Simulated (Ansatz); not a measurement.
The following input was run with Ansatz 0.2.0.

```yaml
crystal:
  lattice:
    - [4.903724204, 0.0, 0.0]
    - [0.0, 4.903724204, 0.0]
    - [0.0, 0.0, 4.903724204]
  atoms:
    - { symbol: In, position: [0.0, 0.5, 0.5] }
    - { symbol: In, position: [0.5, 0.0, 0.5] }
    - { symbol: In, position: [0.5, 0.5, 0.0] }
    - { symbol: Se, position: [0.0, 0.0, 0.0] }
basis:
  ecutwfc: 420
kpoints:
  mp_grid: { grid: [10, 10, 10] }
hamiltonian:
  xc: pbesol
scf:
  occupations: { method: gaussian, width: 0.1 }
output:
  forces: true
  stress: true
  eigenvalues: true
```

Command:
```bash
ansatz run input.yaml --threads 1 --pin off --max-ram 1331MiB --backend cpu --events-out ev --progress --plain --runs-dir out
```

The calculation used DFT PBEsol, scalar-relativistic, plane waves, PAW (Ansatz 0.2.0).

From the run's log, abridged:

```
Pseudopotentials: kind: paw
Pseudopotential: In, paw, valence charge 13, recommended cutoff 420 eV (normal)
Pseudopotential: Se, paw, valence charge 16, recommended cutoff 420 eV (normal)
Functional definition: PBEsol
Crystal: 4 atoms, lattice volume = 117.917 Å³
Basis set: ecut = 420 eV, 2325 PW (Γ), exchange–correlation on 72×72×72 points (8 copies of the dense FFT grid, shifted against one another)
Bands: 33, of which v1, the nominal top of the filled ones, is band 28 counted from 1 (27 counted from 0)
Symmetry: 48 space group operations
Space group: Pm-3m (ITA 221), of the structure as read, at distance tolerance 4.9e-5 Å
k-points: 56 of 1000
Initial density: superposition of atomic densities (neutral atoms: chi_scale 0, normalization atom), corrected by the library's trained network
Initial wavefunctions: pseudopotential atomic-orbital guess
Functional: x = pbesol(κ = 0.804, μ = 0.12345679), c = pbesol(β = 0.046)
SCF iter   1: F=—  HF=-22000.629009 eV  |F-HF|=—  |Δ(HF+E_count)|=         —  Δρ=4.15e-3  dr2=5.68e-2  ethr=1.77e-3  ⟨swp⟩=6.8  Hψ=7470  notcnv=0
SCF iter   2: F=—  HF=-22000.614519 eV  |F-HF|=—  |Δ(HF+E_count)|=   1.45e-2  Δρ=1.92e-3  dr2=1.27e-2  ethr=1.03e-4  ⟨swp⟩=1.0  Hψ=2296  notcnv=0
SCF iter   3: F=—  HF=-22000.611565 eV  |F-HF|=—  |Δ(HF+E_count)|=   2.95e-3  Δρ=7.05e-4  dr2=1.74e-3  ethr=2.31e-5  ⟨swp⟩=2.7  Hψ=3346  notcnv=0  defer=5
SCF iter   4: F=—  HF=-22000.611215 eV  |F-HF|=—  |Δ(HF+E_count)|=   3.50e-4  Δρ=4.08e-4  dr2=4.26e-4  ethr=3.16e-6  ⟨swp⟩=1.8  Hψ=1918  notcnv=0  defer=5
SCF iter   5: F=—  HF=-22000.611098 eV  |F-HF|=—  |Δ(HF+E_count)|=   1.17e-4  Δρ=1.24e-4  dr2=2.19e-5  ethr=7.75e-7  ⟨swp⟩=2.0  Hψ=2155  notcnv=0  defer=5
SCF iter   6: F=—  HF=-22000.611102 eV  |F-HF|=—  |Δ(HF+E_count)|=   4.55e-6  Δρ=7.83e-5  dr2=6.07e-6  ethr=3.98e-8  ⟨swp⟩=2.0  Hψ=3333  notcnv=0  defer=5
SCF iter   7: F=—  HF=-22000.611098 eV  |F-HF|=—  |Δ(HF+E_count)|=   4.75e-6  Δρ=2.00e-5  dr2=5.15e-7  ethr=1.10e-8  ⟨swp⟩=2.0  Hψ=3317  notcnv=0  defer=5
SCF iter   8: F=-22000.611098 eV  HF=-22000.611098 eV  |F-HF|=6.21e-8  |Δ(HF+E_count)|=  7.13e-10  Δρ=7.38e-6  dr2=4.52e-8  ethr=1.82e-10  ⟨swp⟩=8.7  Hψ=8173  notcnv=0
SCF 1 converged in 8 iterations: F = -22000.611098 eV  dr2 = 4.52e-8
SCF converged after 8 iterations
Free energy (F): -22000.611098 eV
Harris-Foulkes:  -22000.611098 eV  (|F-HF|=6.21e-8)
Internal energy: -22000.601498 eV  (E = F + TS)
E sigma→0 (E₀):  -22000.606298 eV
Entropy (-TS):   -0.009600 eV (-2.400 meV/atom)
Fermi energy:    7.941519 eV
--- Per-component energies (eV) ---
  E_band       = -537.545048
  E_kinetic    = 834.479315
  E_local      = -5949.799406  (includes V_loc(G=0)·N_el)
  E_nonlocal   = 509.661050
  E_hartree    = 2567.822558
  E_xc         = -743.097398
  E_vxc        = -395.672294  (∫ρ·V_xc dr)
  E_paw        = -14108.220746  (= ΣΔE_a)
  E_vpaw       = -671.871787  (= ΣTr[D̂ρ^β])
  E_aug_tail   = -0.000513  (compensation charges beyond the density's cutoff)
  E_ewald      = -5113.162516
  E_core_change = 1.716158  (= ΣΔE_core)
  E_smearing   = -0.009600  (= −TS)
--- Forces (eV/Å), atoms counted from 1 ---
  atom   1  In     0.00000000     0.00000000     0.00000000
  atom   2  In     0.00000000     0.00000000     0.00000000
  atom   3  In     0.00000000     0.00000000     0.00000000
  atom   4  Se     0.00000000     0.00000000     0.00000000
--- Stress (GPa, compression-positive) ---
       -4.419663       0.000000       0.000000
        0.000000      -4.419663       0.000000
        0.000000       0.000000      -4.419663
  P = ⅓ Tr σ = -4.4197 GPa (-44.197 kbar)
--- Band table (eV; the first three rows and the last of 56) ---
  k-point 0: bands = ["-39.5124", "-39.5124", "-39.5124", "-39.5124", "-39.5124", "-6.6764", "-6.6764", "-6.6764", "-6.6725", "-6.5697", "-6.5697", "-6.4609", "-6.4609", "-6.4609", "-6.4039", "-6.4039", "-6.3602", "-6.3211", "-6.3211", "-6.3211", "-4.5109", "0.9761", "4.9832", "4.9832", "4.9832", "5.6239", "5.6239", "9.0745", "9.0745", "9.0745", "12.0012", "12.0012", "12.0012"]
  k-point 1: bands = ["-39.5124", "-39.5124", "-39.5124", "-39.5124", "-39.5124", "-6.6751", "-6.6688", "-6.6688", "-6.6657", "-6.5688", "-6.5648", "-6.4621", "-6.4615", "-6.4615", "-6.4086", "-6.4038", "-6.3643", "-6.3302", "-6.3302", "-6.3211", "-4.4980", "0.9642", "4.4588", "5.0364", "5.0364", "5.6591", "6.2098", "8.9996", "9.0157", "9.0157", "11.5699", "11.7940", "11.7940"]
  k-point 2: bands = ["-39.5124", "-39.5124", "-39.5124", "-39.5124", "-39.5124", "-6.6718", "-6.6465", "-6.6465", "-6.6464", "-6.5664", "-6.5511", "-6.4655", "-6.4632", "-6.4632", "-6.4224", "-6.4035", "-6.3759", "-6.3562", "-6.3562", "-6.3210", "-4.4631", "0.9272", "3.8511", "5.1882", "5.1882", "5.7581", "6.8769", "8.8128", "8.8128", "9.0170", "10.7986", "11.4937", "11.4937"]
  k-point 55: bands = ["-39.5124", "-39.5124", "-39.5124", "-39.5124", "-39.5124", "-6.6540", "-6.5992", "-6.5992", "-6.5992", "-6.5780", "-6.5780", "-6.5780", "-6.4345", "-6.4345", "-6.4345", "-6.4312", "-6.4312", "-6.3506", "-6.3506", "-6.3506", "-4.0563", "3.6659", "3.6659", "3.6659", "4.1444", "4.1444", "4.1444", "5.0104", "10.7987", "10.7987", "10.7987", "15.4999", "15.4999"]
```

The run converged.

Spin polarisation was left out, and a magnetic state may lie lower.